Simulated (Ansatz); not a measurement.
NaH built on the zincblende prototype, relaxed with r2SCAN in the plane-wave code Ansatz. Space group F-43m (No. 216), cubic; a = 5.194 Å in the conventional setting, 17.51 Å³ an atom. Na is surrounded by 4 H at 2.25 Å; H is surrounded by 4 Na at 2.25 Å.

The axes x, y and z are those of this cell:
```
CELL_PARAMETERS angstrom
0.00000 2.59692 2.59692
2.59692 0.00000 2.59692
2.59692 2.59692 0.00000
ATOMIC_POSITIONS crystal
Na 0.00000 0.00000 0.00000
H 0.25000 0.25000 0.25000
```

Unstrained: PBE gives an indirect gap of 3.613 eV, from W to L; the least direct gap is 4.318 eV at L. The r2SCAN gap is indirect, 4.049 eV (W to L), below the direct gap of 4.746 eV at L. With HSE06 the valence top lies at W and the conduction bottom at L, 4.616 eV higher; the smallest vertical gap, at L, is 5.378 eV. Meshes: PBE 8×8×8, r2SCAN 8×8×8, HSE06 6×6×6. Strains are changes of length per length, and xy shears are angles. After each strain the atoms were relaxed again with r2SCAN within the symmetry that the strain leaves, so tilts or polar shifts that break it weren't tested; points keep the names that they have in the unstrained zone. The calculation is spin-unpolarised, and the structure need not be a phase that has been made.

Q: One strain changed the r2SCAN stress by xx +0.01, yy +0.01, zz -0.02, xy -0.41 GPa (compression positive) and the gap by -0.074 eV (PBE), -0.073 eV (r2SCAN). Which kind of strain was it, and roughly how large?

A: Xy shear, engineering strain (angle) +3.0 %. The pattern of the stress gives the kind; the size needs the stiffness, so it is an estimate.

Q: Apply epitaxial +1.0 % in the xy plane, free normal strain -1.64 %. How far does the gap move, against the unstrained cell?

A: PBE: the gap goes from 3.613 to 3.598 eV (-0.015 eV); the edges go from W → L to (3/8, -1/2, -1/8) → L. r2SCAN: the gap goes from 4.049 to 4.030 eV (-0.019 eV); the edges go from W → L to (3/8, -1/2, -1/8) → L. The r2SCAN energy rises by 0.1 meV an atom.

Q: One strain changed the r2SCAN stress by xx +1.58, yy +1.58, zz +1.58, xy -0.77, xz -0.77, yz -0.77 GPa (compression positive) and the gap by -0.306 eV (PBE), -0.291 eV (r2SCAN), -0.287 eV (HSE06). Which kind of strain was it, and roughly how large?

A: Epitaxial -5.0 % in the plane normal to [111], free normal strain +2.28 %. The pattern of the stress gives the kind; the size needs the stiffness, so it is an estimate.

Q: One strain changed the r2SCAN stress by xx -0.57, yy -0.57, zz -0.85 GPa (compression positive) and the gap by -0.069 eV (PBE), -0.074 eV (r2SCAN). Which kind of strain was it, and roughly how large?

A: Uniaxial +4.0 % along z, other directions held. The pattern of the stress gives the kind; the size needs the stiffness, so it is an estimate.

Q: For epitaxial -1.0 % in the xy plane, how far does the free direction move, and what happens to the gap?

A: The normal strain at zero normal stress is +1.47 %, 1.47 of the in-plane strain with the sign turned. PBE: the gap goes from 3.613 to 3.593 eV (-0.020 eV). r2SCAN: the gap goes from 4.049 to 4.028 eV (-0.021 eV).

The meshes of the hybrids are coarse, so their gaps aren't converged to the digits shown.
